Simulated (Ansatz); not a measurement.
A crystal relaxed with r2SCAN+rVV10 in the plane-wave code Ansatz has space group P-3m1 (No. 164) and a = 3.825 Å, c = 6.227 Å.

```tsv
atom	site	x	y	z
Sn	1a	0.0000	0.0000	0.0000
Xx	2d	0.3333	0.6667	0.2531
```

The r2SCAN gap is indirect, 0.92 eV (k = (-0.089, 0.172, 0) to k = (0, 0.458, 0.344)), below the direct gap of 1.49 eV at k = (0, 0.417, 1/4). The HSE06 gap is indirect, 1.30 eV (k = (-0.089, 0.172, 0) to k = (0, 0.458, 0.344)), below the direct gap of 1.88 eV at k = (0, 0.458, 0.344). PBE0 gives an indirect gap of 1.95 eV, from k = (-0.089, 0.172, 0) to k = (0, 0.458, 0.344); the least direct gap is 2.54 eV at Γ. Meshes: r2SCAN 12×12×4, HSE06 6×6×4, PBE0 6×6×4.

**Question.** Which element is Xx?
A. Se
B. S
C. Te
D. O

**Answer.** A. Xx is Se: SnSe2, CdI2 type. Around Sn lie 6 Se at 2.71 Å; around Se lie 3 Sn at 2.71 Å.

No spin polarisation and no zero-point or thermal motion.

Spin-orbit coupling is left out, which matters wherever the heavy atoms make up the band edges.

Where an edge lies off the special points, it is a point of the mesh or the k point where a search put PBE's edge or least direct gap, reused for the other functionals, whose own edges may lie a little apart.

Coordinates of k points refer to the reciprocal vectors of the primitive cell of the runs.

The meshes of the hybrids are coarse, so their gaps aren't converged to the digits shown.
